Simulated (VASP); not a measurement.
# SiMo3 (Pm-3n) in VASP: single point with PBE

Aim: the single point of SiMo3 with PBE.

Program: VASP 6.6.1. These are calculated values, not measurements. Logs are shortened: lines on timing, memory, paths and dates and some standing lists are left out, and cuts for length are marked.

## (1) Starting point

The structure is cubic, space group Pm-3n (No. 223). Conventional cell: a = 4.906 Å, b = 4.906 Å, c = 4.906 Å, α = 90.00°, β = 90.00°, γ = 90.00°. Around Si (site symmetry m-3) lie 12 Mo at 2.74 Å. Mo (site symmetry -4m2) has 2 Mo at 2.45 Å and 4 Si at 2.74 Å as nearest neighbours.

## (2) Single point, PBE

INCAR reads:

```
PREC = Accurate
ENCUT = 520
EDIFF = 1E-6
ISMEAR = 0
SIGMA = 0.1
LREAL = F
LASPH = T
NELM = 100
ALGO = Fast
ISIF = 2
LWAVE = F
LCHARG = F
GGA = PE
NBANDS = 56
```

KPOINTS reads:

```
Automatic mesh
0
Gamma
  8 8 8
```

POSCAR reads:

```
SiMo3
1.0
    4.9064535173      0.0000000000      0.0000000000
    0.0000000000      4.9064535173      0.0000000000
    0.0000000000      0.0000000000      4.9064535173
Si Mo
2 6
Direct
    0.0000000000      0.0000000000      0.0000000000
    0.5000000000      0.5000000000      0.5000000000
    0.2500000000      0.0000000000      0.5000000000
    0.5000000000      0.7500000000      0.0000000000
    0.7500000000      0.0000000000      0.5000000000
    0.5000000000      0.2500000000      0.0000000000
    0.0000000000      0.5000000000      0.7500000000
    0.0000000000      0.5000000000      0.2500000000
```

Potentials or basis: VASP PAW PBE potentials, release 64 (Si, Mo_sv).

Command:

```sh
> cat potpaw_PBE.64/Si/POTCAR potpaw_PBE.64/Mo_sv/POTCAR > POTCAR
> mpirun -np 1 vasp_std > vasp.out
```

OUTCAR:

```text
PREC = Accurate
   ENCUT = 520
   EDIFF = 1E-6
   ISMEAR = 0
   LREAL = F
   LASPH = T
   NELM = 100
   ISIF = 2
   GGA = PE

 ion  position               nearest neighbor table
   1  0.000  0.000  0.000-   3 2.74   4 2.74   5 2.74   6 2.74   7 2.74   8 2.74   3 2.74   5 2.74
                             7 2.74   8 2.74   4 2.74   6 2.74
   2  0.500  0.500  0.500-   3 2.74   4 2.74   5 2.74   6 2.74   7 2.74   8 2.74   4 2.74   6 2.74
                             3 2.74   5 2.74   7 2.74   8 2.74
   3  0.250  0.000  0.500-   5 2.45   5 2.45   1 2.74   1 2.74   2 2.74   2 2.74   8 3.00   4 3.00
                             4 3.00   6 3.00   6 3.00   7 3.00   8 3.00   7 3.00
   4  0.500  0.750  0.000-   6 2.45   6 2.45   1 2.74   2 2.74   2 2.74   1 2.74   8 3.00   5 3.00
                             3 3.00   5 3.00   3 3.00   7 3.00   7 3.00   8 3.00
   5  0.750  0.000  0.500-   3 2.45   3 2.45   1 2.74   1 2.74   2 2.74   2 2.74   8 3.00   4 3.00
                             4 3.00   6 3.00   6 3.00   7 3.00   8 3.00   7 3.00
   6  0.500  0.250  0.000-   4 2.45   4 2.45   1 2.74   2 2.74   2 2.74   1 2.74   8 3.00   3 3.00
                             3 3.00   5 3.00   5 3.00   7 3.00   7 3.00   8 3.00
   7  0.000  0.500  0.750-   8 2.45   8 2.45   1 2.74   2 2.74   1 2.74   2 2.74   3 3.00   4 3.00
                             5 3.00   3 3.00   5 3.00   6 3.00   4 3.00   6 3.00
   8  0.000  0.500  0.250-   7 2.45   7 2.45   1 2.74   2 2.74   1 2.74   2 2.74   3 3.00   4 3.00
                             5 3.00   3 3.00   5 3.00   6 3.00   4 3.00   6 3.00

  LATTYP: Found a simple cubic cell.
 ALAT       =     4.9064535173

  Lattice vectors:

 A1 = (   4.9064535173,   0.0000000000,   0.0000000000)
 A2 = (   0.0000000000,   4.9064535173,   0.0000000000)
 A3 = (   0.0000000000,   0.0000000000,   4.9064535173)

Analysis of symmetry for initial positions (statically):
=====================================================================
 Subroutine PRICEL returns:
 Original cell was already a primitive cell.

 Routine SETGRP: Setting up the symmetry group for a
 simple cubic supercell.

 Subroutine GETGRP returns: Found 48 space group operations
 (whereof 24 operations were pure point group operations)
 out of a pool of 48 trial point group operations.

The static configuration has the point symmetry T_h .
 The point group associated with its full space group is O_h .

Analysis of symmetry for dynamics (positions and initial velocities):
=====================================================================
 Subroutine PRICEL returns:
 Original cell was already a primitive cell.

 Routine SETGRP: Setting up the symmetry group for a
 simple cubic supercell.

 Subroutine GETGRP returns: Found 48 space group operations
 (whereof 24 operations were pure point group operations)
 out of a pool of 48 trial point group operations.

The dynamic configuration has the point symmetry T_h .
 The point group associated with its full space group is O_h .

 Subroutine INISYM returns: Found 48 space group operations
 (whereof 24 operations are pure point group operations),
 and found     1 'primitive' translations

----------------------------------------------------------------------------------------

                                     Primitive cell

  volume of cell :     118.1145

  direct lattice vectors                    reciprocal lattice vectors
     4.906453517  0.000000000  0.000000000     0.203813202  0.000000000  0.000000000
     0.000000000  4.906453517  0.000000000     0.000000000  0.203813202  0.000000000
     0.000000000  0.000000000  4.906453517     0.000000000  0.000000000  0.203813202

  length of vectors
     4.906453517  4.906453517  4.906453517     0.203813202  0.203813202  0.203813202

  position of ions in fractional coordinates (direct lattice)
     0.000000000  0.000000000  0.000000000
     0.500000000  0.500000000  0.500000000
     0.250000000  0.000000000  0.500000000
     0.500000000  0.750000000  0.000000000
     0.750000000  0.000000000  0.500000000
     0.500000000  0.250000000  0.000000000
     0.000000000  0.500000000  0.750000000
     0.000000000  0.500000000  0.250000000

  ion indices of the primitive-cell ions
   primitive index   ion index
                 1           1
                 2           2
                 3           3
                 4           4
                 5           5
                 6           6
                 7           7
                 8           8

----------------------------------------------------------------------------------------

 KPOINTS: Automatic mesh

Automatic generation of k-mesh.
 Grid dimensions read from file:
 generate k-points for:    8    8    8

 Generating k-lattice:

  Cartesian coordinates                     Fractional coordinates (reciprocal lattice)
     0.025476650  0.000000000  0.000000000     0.125000000  0.000000000  0.000000000
     0.000000000  0.025476650  0.000000000     0.000000000  0.125000000  0.000000000
     0.000000000  0.000000000  0.025476650     0.000000000  0.000000000  0.125000000

  Length of vectors
     0.025476650  0.025476650  0.025476650

  Shift w.r.t. Gamma in fractional coordinates (k-lattice)
     0.000000000  0.000000000  0.000000000

 Subroutine IBZKPT returns following result:
 ===========================================

 Found     35 irreducible k-points:

 Following reciprocal coordinates:
            Coordinates               Weight
  0.000000  0.000000  0.000000      1.000000
  0.125000  0.000000  0.000000      6.000000
  0.250000  0.000000  0.000000      6.000000
  0.375000  0.000000  0.000000      6.000000
  0.500000  0.000000  0.000000      3.000000
  0.125000  0.125000  0.000000     12.000000
[... 16 lines left out ...]
  0.375000  0.375000  0.125000     24.000000
  0.500000  0.375000  0.125000     24.000000
 [... further k-points ...]
   k-points           NKPTS =     35   k-points in BZ     NKDIM =     35   number of bands    NBANDS=     56
   number of dos      NEDOS =    301   number of ions     NIONS =      8
   total plane-waves  NPLWV =  46656
   dimension x,y,z NGX =    36 NGY =   36 NGZ =   36
   dimension x,y,z NGXF=    72 NGYF=   72 NGZF=   72
   ions per type =               2   6
   NGX,Y,Z   is equivalent  to a cutoff of  12.20, 12.20, 12.20 a.u.
   NGXF,Y,Z  is equivalent  to a cutoff of  24.40, 24.40, 24.40 a.u.
 SYSTEM =  unknown system
   PREC   = accura    normal or accurate (medium, high low for compatibility)
   ISTART =      0    job   : 0-new  1-cont  2-samecut
   ICHARG =      2    charge: 1-file 2-atom 10-const
   ISPIN  =      1    spin polarized calculation?
   LNONCOLLINEAR =      F non collinear calculations
   LSORBIT =      F    spin-orbit coupling
   LASPH  =      T    aspherical Exc in radial PAW
   ENCUT  =  520.0 eV  38.22 Ry    6.18 a.u.   9.12  9.12  9.12*2*pi/ulx,y,z
   NELM   =    100;   NELMIN=  2; NELMDL= -5     # of ELM steps
   EDIFF  = 0.1E-05   stopping-criterion for ELM
[... 8 lines left out ...]
   TEBEG  =    0.0;   TEEND  =   0.0 temperature during run
   PSTRESS=    0.0 pullay stress
   NELECT =      92.0000    total number of electrons
   NUPDOWN=      -1.0000    fix difference up-down
   EMIN   =  10.00;   EMAX   =-10.00  energy-range for DOS
   EFERMI =   0.00;   METHOD = LEGACY
   ISMEAR =     0;   SIGMA  =   0.10  broadening in eV -4-tet -1-fermi 0-gaus
   EFERMI_NEDOS =   21; number of points for ismear=-14 and -15
   IALGO  =     68    algorithm
   IMIX   =      4    mixing-type and parameters
     AMIX     =   0.40;   BMIX     =  1.00
     AMIX_MAG =   1.60;   BMIX_MAG =  1.00
  volume/ion in A,a.u.               =      14.76        99.63
  Fermi-wavevector in a.u.,A,eV,Ry     =   1.506271  2.846439 30.869606  2.268852
  Thomas-Fermi vector in A             =   2.617010
   LORBIT       =      0    0 simple, 1 ext, 2 COOP (PROOUT), +10 PAW based schemes
   GGA     = PE    functional components
   LHFCALC =     F    Hartree Fock is set to
   AEXX    =    0.0000 exact exchange contribution
   IVDW    =     0    specifies the selected vdW correction
   LEPSILON=     F    determine dielectric tensor
   LRPA    =     F    only Hartree local field effects (RPA)
 non-spin polarized calculation
 RMM-DIIS sequential band-by-band and
 Gauss-broadening in eV      SIGMA  =   0.10
  energy-cutoff  :      520.00
  volume of cell :      118.11
 maximum number of plane-waves:      3197
   NGX = 19   NGY = 19   NGZ = 19

 number of electron      91.9999974 magnetization

 Free energy of the ion-electron system (eV)
  ---------------------------------------------------
  ext. energy  EPLUGINS =         0.00000000
  ---------------------------------------------------
  free energy    TOTEN  =       -78.99768768 eV

  energy without entropy =      -78.97520333  energy(sigma->0) =      -78.98644551

 E-fermi :  12.6085     XC(G=0): -13.0557

 val. band max:       12.6046668019   @ k =   0.5000   0.2500   0.0000
 cond. band min:      12.6134004095   @ k =   0.3750   0.3750   0.0000
 fundamental gap:      0.0087336076
 Fermi energy:        12.6085263732

 k-point     1 :       0.0000    0.0000    0.0000
  band No.  band energies     occupation
      1     -48.6768      2.00000
      2     -48.5665      2.00000
      3     -48.5665      2.00000
      4     -48.2481      2.00000
      5     -48.2481      2.00000
      6     -48.2481      2.00000
[... 48 lines left out ...]
     55      15.2997      0.00000
     56      15.3008      0.00000

 k-point     2 :       0.1250    0.0000    0.0000
  band No.  band energies     occupation
      1     -48.6700      2.00000
      2     -48.5697      2.00000
      3     -48.5576      2.00000
      4     -48.2617      2.00000
      5     -48.2480      2.00000
      6     -48.2480      2.00000
[... 48 lines left out ...]
     55      15.2952      0.00000
     56      15.3696      0.00000
[... 1237 lines left out ...]
     55      14.9381      0.00000
     56      15.0888      0.00000

 k-point    24 :       0.5000    0.3750    0.1250
  band No.  band energies     occupation
      1     -48.5917      2.00000
      2     -48.5076      2.00000
      3     -48.4281      2.00000
      4     -48.4237      2.00000
      5     -48.3552      2.00000
      6     -48.2620      2.00000
[... 48 lines left out ...]
     55      14.7445      0.00000
     56      15.1301      0.00000

 [... further k-points ...]

------------------------ aborting loop because EDIFF is reached ----------------------------------------

  FORCE on cell =-STRESS in cart. coord.  units (eV):
  Direction    XX          YY          ZZ          XY          YZ          ZX
  --------------------------------------------------------------------------------------
  -------------------------------------------------------------------------------------
  Total        0.3492961      0.3492961      0.3492961     -0.0000000      0.0000000      0.0000000
  in kB        4.7380682      4.7380682      4.7380682     -0.0000000      0.0000000      0.0000000
  external PRESSURE =       4.7380682 kB  Pullay stress =       0.0000000 kB

 VOLUME and BASIS-vectors are now :
 -----------------------------------------------------------------------------
  energy-cutoff  :      520.00
  volume of cell :      118.11
      direct lattice vectors                 reciprocal lattice vectors
     4.906453517  0.000000000  0.000000000     0.203813202  0.000000000  0.000000000
     0.000000000  4.906453517  0.000000000     0.000000000  0.203813202  0.000000000
     0.000000000  0.000000000  4.906453517     0.000000000  0.000000000  0.203813202

 POSITION                                       TOTAL-FORCE (eV/Angst)
 -----------------------------------------------------------------------------------
      0.00000      0.00000      0.00000         0.000000      0.000000     -0.000000
      2.45323      2.45323      2.45323         0.000000      0.000000     -0.000000
      1.22661      0.00000      2.45323         0.000000      0.000000     -0.000000
      2.45323      3.67984      0.00000         0.000000      0.000000     -0.000000
      3.67984      0.00000      2.45323        -0.000000     -0.000000      0.000000
      2.45323      1.22661      0.00000        -0.000000     -0.000000      0.000000
      0.00000      2.45323      3.67984         0.000000      0.000000      0.000000
      0.00000      2.45323      1.22661         0.000000     -0.000000     -0.000000
 -----------------------------------------------------------------------------------
    total drift:                                0.000000      0.000000     -0.000000

  FREE ENERGIE OF THE ION-ELECTRON SYSTEM (eV)
  ---------------------------------------------------
  free  energy   TOTEN  =       -78.9976876840 eV

  energy  without entropy=      -78.9752033297  energy(sigma->0) =      -78.98644551
```

Wall time 3 min (1 thread of Intel Xeon Platinum 8259CL at 2.50GHz (Skylake/Cascade Lake), shared host); peak memory 0.31 GiB.

Results:

```yaml
Free_energy: -78.9977 eV
Pressure: 0.5 GPa
Band_gap_on_the_k_mesh: none (metal or under the smearing width)
```

Levels at points of the mesh, in eV from the Fermi level:
```tsv
k point	band 44	band 45	band 46	band 47	band 48	band 49
(0.00, 0.00, 0.00)	-1.56	1.22	1.22	1.22	1.98	2.31
(0.50, 0.00, 0.00)	-1.70	0.22	0.22	0.91	0.91	1.48
(0.50, 0.50, 0.00)	-0.88	-0.88	-0.79	-0.69	-0.49	-0.13
(0.50, 0.50, 0.50)	-1.21	-1.21	-1.21	-1.21	-1.21	1.23
```
